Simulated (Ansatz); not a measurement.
# Si2W: the cost of one run

Method: DFT r2SCAN, scalar-relativistic, plane waves, PAW, in Ansatz 0.2.0.

3 further runs of the same task are left out: 3 set aside as unsound or not needed.

## (1) The system as given

Symmetry: I4/mmm, No. 139, tetragonal system. Conventional cell: a = 3.211 Å, b = 3.211 Å, c = 7.805 Å, α = 90.00°, β = 90.00°, γ = 90.00°. Around Si (site symmetry 4mm) lie 5 Si at 2.58 to 2.63 Å and 5 W at 2.61 Å. Around W (site symmetry 4/mmm) lie 10 Si at 2.61 Å.

Structure file:

```cif
data_structure
_symmetry_space_group_name_H-M 'I4/mmm'
_symmetry_Int_Tables_number 139
_cell_length_a 3.2113
_cell_length_b 3.2113
_cell_length_c 7.8046
_cell_angle_alpha 90.000
_cell_angle_beta 90.000
_cell_angle_gamma 90.000
_cell_volume 80.48
loop_
_atom_site_label
_atom_site_type_symbol
_atom_site_symmetry_multiplicity
_atom_site_Wyckoff_symbol
_atom_site_fract_x
_atom_site_fract_y
_atom_site_fract_z
_atom_site_occupancy
Si1 Si 4 e 0.00000 0.00000 0.33482 1
W1 W 2 a 0.00000 0.00000 0.00000 1
```

It is the result of an earlier relaxation at this level (volume 13.41 Å³/atom; gap on the mesh: none (metal)).

Bulk energy on matching settings, from an earlier run: -3892.1227 eV/atom.

## (2) Cutting the (102) slab

Miller indices refer to the conventional cell of the relaxed bulk, I4/mmm (No. 139): a = 3.211 Å, b = 3.211 Å, c = 7.805 Å, α = 90.00°, β = 90.00°, γ = 90.00°.

Cut from the relaxed bulk: a (102) slab, 10.8 Å thick as cut, with 15 Å of vacuum; its outer planes are Si (top) and Si (bottom).

The slab as cut. Layers, bottom to top:

```tsv
plane	atoms per cell	height over the lowest (Å)
1	Si	0.00
2	W	0.42
3	Si	0.84
4	Si	1.24
5	W	1.66
6	Si	2.08
7	Si	2.48
8	W	2.90
9	Si	3.32
10	Si	3.72
11	W	4.14
12	Si	4.56
13	Si	4.96
14	W	5.38
15	Si	5.80
16	Si	6.20
17	W	6.62
18	Si	7.04
19	Si	7.44
20	W	7.86
21	Si	8.28
22	Si	8.68
23	W	9.10
24	Si	9.52
25	Si	9.92
26	W	10.34
27	Si	10.76
```

## (3) Single point on the unrelaxed (102) slab

A dipole layer in the vacuum cancels the field that periodic copies would set up if the slab's two faces differ.

Input file input.yaml:

```yaml
crystal:
  lattice:
    - [3.2112931011, 0.0, 0.0]
    - [0.0, 10.107504518, 0.0]
    - [0.0, 0.0, 25.7598740493]
  atoms:
    - { symbol: Si, position: [0.0, 0.4015173321, 0.2911504919] }
    - { symbol: W, position: [0.5, 0.600942023, 0.307480904] }
    - { symbol: Si, position: [0.0, 0.8003667139, 0.3238113161] }
    - { symbol: Si, position: [0.5, 0.0024593551, 0.3392802659] }
    - { symbol: W, position: [0.0, 0.201884046, 0.355610678] }
    - { symbol: Si, position: [0.5, 0.401308737, 0.3719410901] }
    - { symbol: Si, position: [0.0, 0.6034013781, 0.3874100399] }
    - { symbol: W, position: [0.5, 0.802826069, 0.403740452] }
    - { symbol: Si, position: [0.0, 0.00225076, 0.4200708641] }
    - { symbol: Si, position: [0.5, 0.2043434011, 0.4355398139] }
    - { symbol: W, position: [0.0, 0.403768092, 0.451870226] }
    - { symbol: Si, position: [0.5, 0.603192783, 0.4682006381] }
    - { symbol: Si, position: [0.0, 0.8052854241, 0.4836695879] }
    - { symbol: W, position: [0.5, 0.004710115, 0.5] }
    - { symbol: Si, position: [0.0, 0.204134806, 0.5163304121] }
    - { symbol: Si, position: [0.5, 0.4062274471, 0.5317993619] }
    - { symbol: W, position: [0.0, 0.6056521381, 0.548129774] }
    - { symbol: Si, position: [0.5, 0.805076829, 0.5644601861] }
    - { symbol: Si, position: [0.0, 0.0071694701, 0.5799291359] }
    - { symbol: W, position: [0.5, 0.2065941611, 0.596259548] }
    - { symbol: Si, position: [0.0, 0.406018852, 0.6125899601] }
    - { symbol: Si, position: [0.5, 0.6081114931, 0.6280589099] }
    - { symbol: W, position: [0.0, 0.8075361841, 0.644389322] }
    - { symbol: Si, position: [0.5, 0.006960875, 0.6607197341] }
    - { symbol: Si, position: [0.0, 0.2090535161, 0.6761886839] }
    - { symbol: W, position: [0.5, 0.4084782071, 0.692519096] }
    - { symbol: Si, position: [0.0, 0.607902898, 0.7088495081] }
basis:
  ecutwfc: 500
kpoints:
  mp_grid: { grid: [11, 4, 1] }
hamiltonian:
  xc: r2scan
scf:
  occupations: { method: gaussian, width: 0.1 }
output:
  forces: true
  stress: true
  eigenvalues: true
  write_density: true
  write_potential: true
  elf: true
  volumetric_format: npy
efield:
  axis: 3
  dipole_correction: true
  ramp_width: 0.04
```

Launch:

```console
> ansatz run input.yaml --threads 4 --pin off --max-ram 10240MiB --backend cpu --events-out ev --progress --plain --runs-dir out
```

**Question.** How long does this run take on 4 threads of Intel Xeon 6975P-C (Granite Rapids), shared host, and how much memory does it need?

About 81 s, with a peak of 4.7 GiB.
